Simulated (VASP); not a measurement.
# W (Im-3m) in VASP: further runs, part 2 of 2

VASP 6.6.1. The steps go on from the part before.

## Step 6: Relaxation of the atoms, PBE (a relaxed cell with its volume scaled by 0.98)

File INCAR:

```
SYSTEM = W
PREC = Accurate
ENCUT = 300
EDIFF = 1E-7
ISMEAR = 1
SIGMA = 0.1
LREAL = .FALSE.
LASPH = .TRUE.
NELM = 80
ALGO = Fast
ISIF = 2
LWAVE = .FALSE.
LCHARG = .FALSE.
GGA = PE
IBRION = 2
NSW = 40
EDIFFG = -0.01
```

File KPOINTS:

```
Automatic mesh
0
G
  8 8 8
  0 0 0
```

File POSCAR:

```
W                                       
1.0
   -1.5742697812      1.5742697812      1.5742697812
    1.5742697812     -1.5742697812      1.5742697812
    1.5742697812      1.5742697812     -1.5742697812
  W             
     1
Direct
     0.0000000000000000    0.0000000000000000    0.0000000000000000
```

Potentials or basis: VASP PAW PBE potentials, release 64 (W).

Run with:

```console
cat potpaw_PBE.64/W/POTCAR > POTCAR
mpirun -np 1 vasp_std > vasp.out
```

OUTCAR:

```text
SYSTEM = W
   PREC = Accurate
   ENCUT = 300
   EDIFF = 1E-7
   ISMEAR = 1
   LREAL = .FALSE.
   LASPH = .TRUE.
   NELM = 80
   ISIF = 2
   GGA = PE
   IBRION = 2
   NSW = 40
   EDIFFG = -0.01

 ion  position               nearest neighbor table
   1  0.000  0.000  0.000-

  LATTYP: Found a body centered cubic cell.
 ALAT       =     3.1485395624

  Lattice vectors:

 A1 = (  -1.5742697812,   1.5742697812,   1.5742697812)
 A2 = (   1.5742697812,  -1.5742697812,   1.5742697812)
 A3 = (   1.5742697812,   1.5742697812,  -1.5742697812)

Analysis of symmetry for initial positions (statically):
=====================================================================
 Subroutine PRICEL returns:
 Original cell was already a primitive cell.

 Routine SETGRP: Setting up the symmetry group for a
 body centered cubic supercell.

 Subroutine GETGRP returns: Found 48 space group operations
 (whereof 48 operations were pure point group operations)
 out of a pool of 48 trial point group operations.

The static configuration has the point symmetry O_h .

Analysis of symmetry for dynamics (positions and initial velocities):
=====================================================================
 Subroutine PRICEL returns:
 Original cell was already a primitive cell.

 Routine SETGRP: Setting up the symmetry group for a
 body centered cubic supercell.

 Subroutine GETGRP returns: Found 48 space group operations
 (whereof 48 operations were pure point group operations)
 out of a pool of 48 trial point group operations.

The dynamic configuration has the point symmetry O_h .

 Subroutine INISYM returns: Found 48 space group operations
 (whereof 48 operations are pure point group operations),
 and found     1 'primitive' translations

----------------------------------------------------------------------------------------

                                     Primitive cell

  volume of cell :      15.6062

  direct lattice vectors                    reciprocal lattice vectors
    -1.574269781  1.574269781  1.574269781     0.000000000  0.317607570  0.317607570
     1.574269781 -1.574269781  1.574269781     0.317607570  0.000000000  0.317607570
     1.574269781  1.574269781 -1.574269781     0.317607570  0.317607570  0.000000000

  length of vectors
     2.726715246  2.726715246  2.726715246     0.449164933  0.449164933  0.449164933

  position of ions in fractional coordinates (direct lattice)
     0.000000000  0.000000000  0.000000000

  ion indices of the primitive-cell ions
   primitive index   ion index
                 1           1

----------------------------------------------------------------------------------------

 KPOINTS: Automatic mesh

Automatic generation of k-mesh.
 Grid dimensions read from file:
 generate k-points for:    8    8    8

 Generating k-lattice:

  Cartesian coordinates                     Fractional coordinates (reciprocal lattice)
     0.000000000  0.039700946  0.039700946     0.125000000  0.000000000  0.000000000
     0.039700946  0.000000000  0.039700946     0.000000000  0.125000000  0.000000000
     0.039700946  0.039700946  0.000000000     0.000000000  0.000000000  0.125000000

  Length of vectors
     0.056145617  0.056145617  0.056145617

  Shift w.r.t. Gamma in fractional coordinates (k-lattice)
     0.000000000  0.000000000  0.000000000

 Subroutine IBZKPT returns following result:
 ===========================================

 Found     29 irreducible k-points:

 Following reciprocal coordinates:
            Coordinates               Weight
  0.000000  0.000000  0.000000      1.000000
  0.125000  0.000000  0.000000     12.000000
  0.250000  0.000000  0.000000     12.000000
  0.375000  0.000000  0.000000     12.000000
  0.500000  0.000000  0.000000      6.000000
  0.125000  0.125000  0.000000     24.000000
[... 16 lines left out ...]
 -0.250000  0.250000  0.250000      6.000000
 -0.375000  0.375000  0.250000     24.000000
 [... further k-points ...]
   k-points           NKPTS =     29   k-points in BZ     NKDIM =     29   number of bands    NBANDS=      7
   number of dos      NEDOS =    301   number of ions     NIONS =      1
   total plane-waves  NPLWV =   4096
   dimension x,y,z NGX =    16 NGY =   16 NGZ =   16
   dimension x,y,z NGXF=    32 NGYF=   32 NGZF=   32
   ions per type =               1
   NGX,Y,Z   is equivalent  to a cutoff of   9.76,  9.76,  9.76 a.u.
   NGXF,Y,Z  is equivalent  to a cutoff of  19.51, 19.51, 19.51 a.u.
 SYSTEM =  W
   PREC   = accura    normal or accurate (medium, high low for compatibility)
   ISTART =      0    job   : 0-new  1-cont  2-samecut
   ICHARG =      2    charge: 1-file 2-atom 10-const
   ISPIN  =      1    spin polarized calculation?
   LNONCOLLINEAR =      F non collinear calculations
   LSORBIT =      F    spin-orbit coupling
   LASPH  =      T    aspherical Exc in radial PAW
   ENCUT  =  300.0 eV  22.05 Ry    4.70 a.u.   3.85  3.85  3.85*2*pi/ulx,y,z
   NELM   =     80;   NELMIN=  2; NELMDL= -5     # of ELM steps
   EDIFF  = 0.1E-06   stopping-criterion for ELM
   LREAL  =      F    real-space projection
   EDIFFG = -.1E-01   stopping-criterion for IOM
   NSW    =     40    number of steps for IOM
   IBRION =      2    ionic relax: 0-MD 1-quasi-New 2-CG
   NFREE  =      1    steps in history (QN), initial steepest desc. (CG)
   ISIF   =      2    stress and relaxation
   ISYM   =      2    0-nonsym 1-usesym 2-fastsym
   POTIM  = 0.5000    time-step for ionic-motion
   TEBEG  =    0.0;   TEEND  =   0.0 temperature during run
   PSTRESS=    0.0 pullay stress
   NELECT =       6.0000    total number of electrons
   NUPDOWN=      -1.0000    fix difference up-down
   EMIN   =  10.00;   EMAX   =-10.00  energy-range for DOS
   EFERMI =   0.00;   METHOD = LEGACY
   ISMEAR =     1;   SIGMA  =   0.10  broadening in eV -4-tet -1-fermi 0-gaus
   EFERMI_NEDOS =   21; number of points for ismear=-14 and -15
   IALGO  =     68    algorithm
   IMIX   =      4    mixing-type and parameters
     AMIX     =   0.40;   BMIX     =  1.00
     AMIX_MAG =   1.60;   BMIX_MAG =  1.00
  volume/ion in A,a.u.               =      15.61       105.32
  Fermi-wavevector in a.u.,A,eV,Ry     =   1.190400  2.249529 19.280151  1.417051
  Thomas-Fermi vector in A             =   2.326485
   LORBIT       =      0    0 simple, 1 ext, 2 COOP (PROOUT), +10 PAW based schemes
   GGA     = PE    functional components
   LHFCALC =     F    Hartree Fock is set to
   AEXX    =    0.0000 exact exchange contribution
   IVDW    =     0    specifies the selected vdW correction
   LEPSILON=     F    determine dielectric tensor
   LRPA    =     F    only Hartree local field effects (RPA)
 conjugate gradient relaxation of ions
 non-spin polarized calculation
 RMM-DIIS sequential band-by-band and
 Methfessel and Paxton  Order N= 1 SIGMA  =   0.10
  energy-cutoff  :      300.00
  volume of cell :       15.61
 maximum number of plane-waves:       197
   NGX =  7   NGY =  7   NGZ =  7

 number of electron       6.0000000 magnetization

 Free energy of the ion-electron system (eV)
  ---------------------------------------------------
  ext. energy  EPLUGINS =         0.00000000
  ---------------------------------------------------
  free energy    TOTEN  =       -13.00683470 eV

  energy without entropy =      -13.00747114  energy(sigma->0) =      -13.00704685

 E-fermi :   7.5383     XC(G=0): -13.2239

 val. band max:        7.4621990870   @ k =   0.1250   0.0000   0.0000
 cond. band min:       8.0520628696   @ k =  -0.2500   0.2500   0.1250
 fundamental gap:      0.5898637826
 Fermi energy:         7.5382821469

 k-point     1 :       0.0000    0.0000    0.0000
  band No.  band energies     occupation
      1      -1.7128      2.00000
      2       6.7215      2.00000
      3       6.7215      2.00000
      4       6.7215      2.00000
      5      10.2589      0.00000
      6      10.2589      0.00000
      7      23.2726      0.00000
[... 221 lines left out ...]
 k-point    24 :      -0.3750    0.3750    0.2500
  band No.  band energies     occupation
      1       3.3706      2.00000
      2       4.0974      2.00000
      3       7.4552      1.99481
      4       8.2762     -0.00000
      5      11.7903      0.00000
      6      12.5095      0.00000
      7      21.9754      0.00000

 [... further k-points ...]
[... 5 lines left out ...]
  --------------------------------------------------------------------------------------
  -------------------------------------------------------------------------------------
  Total        0.6580301      0.6580301      0.6580301     -0.0000000     -0.0000000      0.0000000
  in kB       67.5552117     67.5552117     67.5552117     -0.0000000     -0.0000000      0.0000000
  external PRESSURE =      67.5552117 kB  Pullay stress =       0.0000000 kB

 VOLUME and BASIS-vectors are now :
 -----------------------------------------------------------------------------
  energy-cutoff  :      300.00
  volume of cell :       15.61
      direct lattice vectors                 reciprocal lattice vectors
    -1.574269781  1.574269781  1.574269781     0.000000000  0.317607570  0.317607570
     1.574269781 -1.574269781  1.574269781     0.317607570  0.000000000  0.317607570
     1.574269781  1.574269781 -1.574269781     0.317607570  0.317607570  0.000000000

 POSITION                                       TOTAL-FORCE (eV/Angst)
 -----------------------------------------------------------------------------------
      0.00000      0.00000      0.00000        -0.000000      0.000000     -0.000000
 -----------------------------------------------------------------------------------
    total drift:                                0.000000      0.000000     -0.000000

  FREE ENERGIE OF THE ION-ELECTRON SYSTEM (eV)
  ---------------------------------------------------
  free  energy   TOTEN  =       -13.0068347024 eV

  energy  without entropy=      -13.0074711392  energy(sigma->0) =      -13.00704685

 reached required accuracy - stopping structural energy minimisation
```

OSZICAR:

```text
N       E                     dE             d eps       ncg     rms          rms(c)
DAV:   1    -0.326976571144E+01   -0.32698E+01   -0.21667E+03   455   0.448E+02
DAV:   2    -0.135311270890E+02   -0.10261E+02   -0.96953E+01   504   0.992E+01
DAV:   3    -0.136606534004E+02   -0.12953E+00   -0.12953E+00   483   0.102E+01
DAV:   4    -0.136608826871E+02   -0.22929E-03   -0.22929E-03   595   0.329E-01
DAV:   5    -0.136608829674E+02   -0.28026E-06   -0.27916E-06   518   0.572E-03    0.227E+01
RMM:   6    -0.131981391392E+02    0.46274E+00   -0.24409E-01   406   0.408E+00    0.109E+01
RMM:   7    -0.130055619384E+02    0.19258E+00   -0.45080E-01   408   0.501E+00    0.345E-01
RMM:   8    -0.130067145447E+02   -0.11526E-02   -0.28392E-02   406   0.221E+00    0.102E+00
RMM:   9    -0.130076010353E+02   -0.88649E-03   -0.77493E-03   406   0.705E-01    0.781E-01
RMM:  10    -0.130068366714E+02    0.76436E-03   -0.31024E-03   406   0.609E-01    0.194E-01
RMM:  11    -0.130068330638E+02    0.36076E-05   -0.10807E-04   406   0.153E-01    0.186E-01
RMM:  12    -0.130068383700E+02   -0.53062E-05   -0.17275E-05   406   0.317E-02    0.136E-02
RMM:  13    -0.130068350599E+02    0.33102E-05   -0.12354E-05   406   0.281E-02    0.830E-03
RMM:  14    -0.130068347636E+02    0.29627E-06   -0.11851E-06   405   0.154E-02    0.812E-03
RMM:  15    -0.130068347024E+02    0.61215E-07   -0.46668E-08   280   0.184E-03
   1 F= -.13006835E+02 E0= -.13007047E+02  d E =-.130068E+02
```

CONTCAR:

```text
W
   1.00000000000000
    -1.5742697811999999    1.5742697811999999    1.5742697811999999
     1.5742697811999999   -1.5742697811999999    1.5742697811999999
     1.5742697811999999    1.5742697811999999   -1.5742697811999999
  W
     1
Direct
     0.0000000000000000    0.0000000000000000    0.0000000000000000

  0.00000000E+00  0.00000000E+00  0.00000000E+00
```

It used 2.5 s of CPU time on 1 thread of Intel(R) Xeon(R) Platinum 8488C (Sapphire Rapids), with other jobs on the host, which was overloaded at the time.

What came out:

```yaml
Free_energy: -13.0068 eV
Pressure_after_relaxing: 6.8 GPa
Band_gap_on_the_k_mesh: none (metal or under the smearing width)
```

Final structure:
```cif
data_structure
_symmetry_space_group_name_H-M 'P 1'
_symmetry_Int_Tables_number 1
_cell_length_a 2.7267
_cell_length_b 2.7267
_cell_length_c 2.7267
_cell_angle_alpha 109.471
_cell_angle_beta 109.471
_cell_angle_gamma 109.471
_cell_volume 15.61
loop_
_atom_site_label
_atom_site_type_symbol
_atom_site_fract_x
_atom_site_fract_y
_atom_site_fract_z
_atom_site_occupancy
W1 W 0.00000 0.00000 0.00000 1
```

Levels at points of the mesh, in eV from the Fermi level:
```tsv
k point	band 1	band 2	band 3	band 4	band 5	band 6
(0.00, 0.00, 0.00)	-9.25	-0.82	-0.82	-0.82	2.72	2.72
(0.50, 0.00, 0.00)	-5.91	-3.19	1.20	2.62	3.62	6.69
(0.50, 0.50, 0.50)	-5.49	-5.49	5.69	5.69	5.69	8.96
```

Caveat: the relaxation stopped at its first step, so nothing moved.

## Step 7: Overview

| task | cell | gap on the mesh (eV) | pressure (GPa) |
| --- | --- | --- | --- |
| relaxation of cell and atoms | relaxed | none | 0.0 |
| relaxation of the atoms | atoms relaxed from: a relaxed cell with its volume scaled by 0.94 | none | 22.6 |
| relaxation of the atoms | atoms relaxed from: a relaxed cell with its volume scaled by 0.96 | none | 14.3 |
| relaxation of the atoms | atoms relaxed from: a relaxed cell with its volume scaled by 0.98 | none | 6.8 |

Alike in all rows: level PBE; potentials or basis VASP PAW PBE potentials, release 64 (W); no spin polarisation; k mesh 8 × 8 × 8; cutoff (eV) 300; smearing methfessel-paxton 0.1 eV.

Caveats: the relaxation stopped at its first step, so nothing moved.

Absolute energies hang on the potentials; compare differences alone.
